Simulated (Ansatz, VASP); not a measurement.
# One calculation of TiB2, two programs

```
Ti B
1.0
     3.02920    0.00000    0.00000
    -1.51460    2.62336    0.00000
     0.00000    0.00000    3.22840
Ti B
1 2
Cartesian
  0.0000 0.0000 0.0000
  1.5146 0.8745 1.6142
  0.0000 1.7489 1.6142
```

Alike in both runs: task relaxation of cell and atoms; functional BLYP; dispersion D4; k mesh 10 × 10 × 8; occupations fermi-dirac, width 0.05 eV; no spin polarisation.

|  | VASP | Ansatz |
| --- | --- | --- |
| version | VASP 6.6.1 | Ansatz 0.2.0 |
| potentials or method | VASP PAW PBE potentials, release 64 (Ti_sv, B) | Ansatz PAW |
| plane-wave cutoff (eV) | 600 | 420 |
| valence electrons in the cell | 18 | 18 |

|  | VASP | Ansatz | Ansatz less VASP |
| --- | --- | --- | --- |
| relaxed volume (Å³/atom) | 8.27 | 8.27 | -0.007 |
| relaxed cell length with the largest relative difference (Å) | 3.188 | 3.186 | -0.0023 |
| energy change over the relaxation (meV/atom) | -7 | -8 | -0.6 |

Caveats: the PAW data sets were made with another functional, which shifts forces and pressure a little (VASP); pairwise dispersion overbinds metals, which lowers pressure and volume (VASP); the plane-wave basis is chosen anew once the cell has moved, so the energies of steps on either side of that aren't comparable (Ansatz); the pressure holds a Pulay correction of +0.3 GPa for the finite cutoff (Ansatz); the PAW data sets come from PBE, with cores solved anew for the run's functional, which leaves a small shift of forces and pressure (Ansatz).
